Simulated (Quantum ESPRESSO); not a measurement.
# Sn (I4_1/amd) in Quantum ESPRESSO: reference runs

How does Sn come out in PBEsol? The cell is run as given and disturbed.

Everything below comes from runs of Quantum ESPRESSO 7.5. Logs are shortened: lines on timing, memory, paths and dates and some standing lists are left out, and cuts for length are marked.

## Step 1: The crystal as given

Symmetry: I4_1/amd, No. 141, tetragonal system. Conventional cell: a = 5.880 Å, b = 5.880 Å, c = 3.199 Å, α = 90.00°, β = 90.00°, γ = 90.00°. Sn (site symmetry -4m2) is surrounded by 6 Sn at 3.05 to 3.20 Å.

## Step 2: Single point, PBEsol

pw.in reads:

```
&CONTROL
  calculation = 'scf'
  prefix = 'pwscf'
  outdir = './tmp'
  pseudo_dir = './pseudo'
  tprnfor = .true.
  tstress = .true.
  disk_io = 'low'
/
&SYSTEM
  ibrav = 0
  celldm(1) = 8
  nat = 2
  ntyp = 1
  ecutwfc = 68
  ecutrho = 544
  nbnd = 21
  occupations = 'smearing'
  smearing = 'fd'
  degauss = 0.00367493
/
&ELECTRONS
  conv_thr = 4d-10
  electron_maxstep = 120
  mixing_beta = 0.5
/
ATOMIC_SPECIES
Sn   118.7100 sn_pbesol_v1.4.uspp.F.UPF
CELL_PARAMETERS alat
 -0.6945075285562   0.6945075285562   0.3777803436988
  0.6945075285562  -0.6945075285562   0.3777803436988
  0.6945075285562   0.6945075285562  -0.3777803436988
ATOMIC_POSITIONS crystal
Sn     0.0000000000    0.0000000000    0.0000000000
Sn     0.7500000000    0.2500000000    0.5000000000
K_POINTS automatic
9 9 9 0 0 0
```

pp_density.in reads:

```
&INPUTPP
  prefix = 'pwscf'
  outdir = './tmp'
  filplot = 'density.dat'
  plot_num = 0
/
&PLOT
  nfile = 1
  filepp(1) = 'density.dat'
  iflag = 3
  output_format = 6
  fileout = 'density.cube'
/
```

pp_potential.in reads:

```
&INPUTPP
  prefix = 'pwscf'
  outdir = './tmp'
  filplot = 'potential.dat'
  plot_num = 11
/
&PLOT
  nfile = 1
  filepp(1) = 'potential.dat'
  iflag = 3
  output_format = 6
  fileout = 'potential.cube'
/
```

Potentials or basis: GBRV 1.5 PBEsol.

The run is started by

```
OMP_NUM_THREADS=1 mpirun -n 2 pw.x -nk 2 -in pw.in > pw.out
OMP_NUM_THREADS=1 mpirun -n 1 pp.x -in pp_density.in > pp_density.out
OMP_NUM_THREADS=1 mpirun -n 1 pp.x -in pp_potential.in > pp_potential.out
```

pw.out:

```text
This program is part of the open-source Quantum ESPRESSO suite
     for quantum simulation of materials; please cite
[... 6 lines left out ...]
     using ibrav=0 with symmetry is DISCOURAGED, use correct ibrav instead

     K-points division:     npool     =       2
     Subspace diagonalization in iterative solution of the eigenvalue problem:
     a serial algorithm will be used

     G-vector sticks info
     --------------------
     sticks:   dense  smooth     PW     G-vecs:    dense   smooth      PW
     Sum        2065    1031    315                79947    28247    4837

     Using Slab Decomposition

     bravais-lattice index     =            0
     lattice parameter (alat)  =       8.0000  a.u.
     unit-cell volume          =     373.1842 (a.u.)^3
     number of atoms/cell      =            2
     number of atomic types    =            1
     number of electrons       =        28.00
     number of Kohn-Sham states=           21
     kinetic-energy cutoff     =      68.0000  Ry
     charge density cutoff     =     544.0000  Ry
     scf convergence threshold =      4.0E-10
     mixing beta               =       0.5000
     number of iterations used =            8  plain     mixing
     Exchange-correlation= SLA  PW   PSX  PSC
                           (   1   4  10   8   0   0   0)

     celldm(1)=   8.000000  celldm(2)=   0.000000  celldm(3)=   0.000000
     celldm(4)=   0.000000  celldm(5)=   0.000000  celldm(6)=   0.000000

     crystal axes: (cart. coord. in units of alat)
               a(1) = (  -0.694508   0.694508   0.377780 )
               a(2) = (   0.694508  -0.694508   0.377780 )
               a(3) = (   0.694508   0.694508  -0.377780 )

     reciprocal axes: (cart. coord. in units 2 pi/alat)
               b(1) = ( -0.000000  0.719935  1.323520 )
               b(2) = (  0.719935 -0.000000  1.323520 )
               b(3) = (  0.719935  0.719935  0.000000 )

     PseudoPot. # 1 for Sn read from file:
     sn_pbesol_v1.4.uspp.F.UPF
     Pseudo is Ultrasoft + core correction, Zval = 14.0
     Generated by new atomic code, or converted to UPF format
     Using radial grid of  891 points,  6 beta functions with:
                l(1) =   0
                l(2) =   0
                l(3) =   1
                l(4) =   1
                l(5) =   2
                l(6) =   2
     Q(r) pseudized with  8 coefficients,  rinner =    1.350   1.350   1.350
                                                       1.350   1.350

     atomic species   valence    mass     pseudopotential
     Sn               14.00   118.71000     Sn( 1.00)

     16 Sym. Ops., with inversion, found ( 8 have fractional translation)

   Cartesian axes

     site n.     atom                  positions (alat units)
         1        Sn     tau(   1) = (   0.0000000   0.0000000   0.0000000  )
         2        Sn     tau(   2) = (   0.0000000   0.6945075   0.1888902  )

     number of k points=    75  Fermi-Dirac smearing, width (Ry)=  0.0037
                       cart. coord. in units 2pi/alat
        k(    1) = (   0.0000000   0.0000000   0.0000000), wk =   0.0027435
        k(    2) = (   0.0799927   0.0799927   0.0000000), wk =   0.0109739
        k(    3) = (   0.1599855   0.1599855   0.0000000), wk =   0.0109739
        k(    4) = (   0.2399782   0.2399782   0.0000000), wk =   0.0109739
        k(    5) = (   0.3199709   0.3199709   0.0000000), wk =   0.0109739
        k(    6) = (   0.0799927  -0.0000000   0.1470578), wk =   0.0219479
[... 67 lines left out ...]
        k(   74) = (   0.0000000   0.0000000   1.1764626), wk =   0.0054870
        k(   75) = (  -0.0000000   0.6399419   0.0000000), wk =   0.0109739

     Dense  grid:    79947 G-vectors     FFT dimensions: (  64,  64,  64)

     Smooth grid:    28247 G-vectors     FFT dimensions: (  48,  48,  48)

     Initial potential from superposition of free atoms

     starting charge      25.9999, renormalised to      28.0000
     Starting wfcs are   18 randomized atomic wfcs +    3 random wfcs

     Self-consistent Calculation

     iteration #  1     ecut=    68.00 Ry     beta= 0.50
     Davidson diagonalization with overlap
     ethr =  1.00E-02,  avg # of iterations =  8.6

     total energy              =    -317.32478435 Ry
     estimated scf accuracy    <       2.30061731 Ry

     iteration #  2     ecut=    68.00 Ry     beta= 0.50
     Davidson diagonalization with overlap
     ethr =  8.22E-03,  avg # of iterations =  2.0
[... 57 lines left out ...]
     total energy              =    -317.84010692 Ry
     estimated scf accuracy    <          2.1E-09 Ry

     iteration # 11     ecut=    68.00 Ry     beta= 0.50
     Davidson diagonalization with overlap
     ethr =  7.67E-12,  avg # of iterations =  2.0

     End of self-consistent calculation

          k = 0.0000 0.0000 0.0000 (  3523 PWs)   bands (ev):

   -11.2393 -11.1609 -11.1183 -11.1081 -10.9655 -10.9655 -10.9551 -10.9551
   -10.8725 -10.7678  -0.6912   6.5882   8.3863   8.3863  13.2943  16.4435
    16.4435  17.0529  17.1490  20.0665  20.7303

          k = 0.0800 0.0800 0.0000 (  3535 PWs)   bands (ev):

   -11.2296 -11.1625 -11.1144 -11.1101 -10.9702 -10.9602 -10.9525 -10.9515
   -10.8783 -10.7778  -0.5819   5.7874   8.5161   8.9803  13.8042  15.5257
    15.8458  17.0068  17.1455  20.6140  20.7385
[... 367 lines left out ...]
          k =-0.5599-0.1600-0.1471 (  3540 PWs)   bands (ev):

   -11.1536 -11.1522 -11.0428 -11.0330 -10.9975 -10.9701 -10.9523 -10.9479
   -10.9230 -10.9056   2.2464   2.3130   7.3301   7.3974  12.7964  16.1715
    16.9273  17.2581  20.5253  21.0582  21.8567

          k =-0.0000 0.3200 0.0000 (  3525 PWs)   bands (ev):

   -11.1821 -11.1519 -11.1439 -11.0622 -10.9683 -10.9626 -10.9578 -10.9226
   -10.9112 -10.8388   0.1814   4.1462   6.8779  11.0209  12.7147  16.2603
    16.2717  16.3326  17.3696  21.0923  21.0999

          k = 0.0800 0.4000 0.0000 (  3529 PWs)   bands (ev):

   -11.1757 -11.1556 -11.1193 -11.0349 -10.9905 -10.9589 -10.9491 -10.9287
   -10.9157 -10.8709   0.7209   3.3585   6.8555   9.5992  13.9841  15.9240
    16.0233  17.1263  17.9470  21.1013  21.1276
[... 43 lines left out ...]
          k = 0.0000 0.0000 1.1765 (  3568 PWs)   bands (ev):

   -11.1558 -11.1542 -10.9968 -10.9921 -10.9753 -10.9753 -10.9600 -10.9580
   -10.9580 -10.9521   2.9008   3.0261   5.8003   5.8003  12.3794  17.4617
    19.3436  19.3436  21.4885  22.0105  22.0105

          k =-0.0000 0.6399 0.0000 (  3544 PWs)   bands (ev):

   -11.1730 -11.1718 -11.0093 -10.9849 -10.9819 -10.9743 -10.9618 -10.9500
   -10.9456 -10.9443   2.4975   2.8497   5.6588   6.0183  15.3516  15.3588
    18.8514  19.3269  21.9919  22.7251  23.0111

     the Fermi energy is    10.3225 ev

!    total energy              =    -317.84010692 Ry
     estimated scf accuracy    <          4.4E-12 Ry
     smearing contrib. (-TS)   =      -0.00054613 Ry
     internal energy E=F+TS    =    -317.83956080 Ry

     The total energy is F=E-TS. E is the sum of the following terms:
     one-electron contribution =    -113.28692931 Ry
     hartree contribution      =      76.62569977 Ry
     xc contribution           =     -85.10301336 Ry
     ewald contribution        =    -196.07531790 Ry

     convergence has been achieved in  11 iterations

     Forces acting on atoms (cartesian axes, Ry/au):

     atom    1 type  1   force =     0.00000000    0.00000000    0.00000000
     atom    2 type  1   force =     0.00000000    0.00000000    0.00000000

     Total force =     0.000000     Total SCF correction =     0.000000

     Computing stress (Cartesian axis) and pressure

          total   stress  (Ry/bohr**3)                   (kbar)     P=      -17.07
  -0.00010752   0.00000000   0.00000000          -15.82        0.00        0.00
   0.00000000  -0.00010752   0.00000000            0.00      -15.82        0.00
   0.00000000   0.00000000  -0.00013318            0.00        0.00      -19.59

=------------------------------------------------------------------------------=
   JOB DONE.
=------------------------------------------------------------------------------=
```

Wall time 76 s (2 MPI ranks of Arm Neoverse V2, shared host); peak memory 0.48 GiB.

What came out:

```
Free energy            : -4324.4350 eV
Pressure               : -1.7 GPa
Band gap on the k mesh : none (metal or under the smearing width)
```

Levels at points of the mesh, in eV from the Fermi level:
```
           k point  band 11  band 12  band 13  band 14  band 15  band 16  band 17  band 18
(0.00, 0.00, 0.00)   -11.01    -3.73    -1.94    -1.94     2.97     6.12     6.12     6.73
```

## Step 3: Single point, PBEsol (atoms moved at random, drawn with an rms of 0.05 Å)

pw.in reads:

```
&CONTROL
  calculation = 'scf'
  prefix = 'pwscf'
  outdir = './tmp'
  pseudo_dir = './pseudo'
  tprnfor = .true.
  tstress = .true.
  disk_io = 'nowf'
/
&SYSTEM
  ibrav = 0
  nat = 2
  ntyp = 1
  ecutwfc = 68
  ecutrho = 544
  nbnd = 21
  occupations = 'smearing'
  smearing = 'fd'
  degauss = 0.00367493
/
&ELECTRONS
  conv_thr = 4d-10
  electron_maxstep = 120
  mixing_beta = 0.5
/
ATOMIC_SPECIES
Sn   118.7100 sn_pbesol_v1.4.uspp.F.UPF
CELL_PARAMETERS angstrom
  -2.9401404553    2.9401404553    1.5993019889
   2.9401404553   -2.9401404553    1.5993019889
   2.9401404553    2.9401404553   -1.5993019889
ATOMIC_POSITIONS crystal
Sn     0.0070650000   -0.0047300000   -0.0123030000
Sn     0.7491880000    0.2445090000    0.4991050000
K_POINTS automatic
9 9 9 0 0 0
```

Potentials or basis: GBRV 1.5 PBEsol.

The run is started by

```
OMP_NUM_THREADS=1 mpirun -n 2 pw.x -nk 2 -in pw.in > pw.out
```

It took 4.7 min on 2 MPI ranks of Arm Neoverse V2, shared host; peak memory 0.8 GiB.

Results (log left out):

| Property | Result |
| --- | --- |
| Free energy | -4324.4298 eV |
| Pressure | -1.7 GPa |
| Largest force | 0.177 eV/Å |
| Band gap on the k mesh | none (metal or under the smearing width) |

Forces on the atoms (eV/Å):
```
Sn   0.172  0.044 -0.006
Sn  -0.172 -0.044  0.006
```

Stress tensor (GPa, compression positive):
```
-1.65 -0.02  0.29
-0.02 -1.36 -0.07
 0.29 -0.07 -2.01
```

Levels at points of the mesh, in eV from the Fermi level:
```csv
k point,band 12,band 13,band 14,band 15,band 16,band 17
"(0.00, 0.00, 0.00)",-3.73,-1.94,-1.92,2.96,6.11,6.16
```
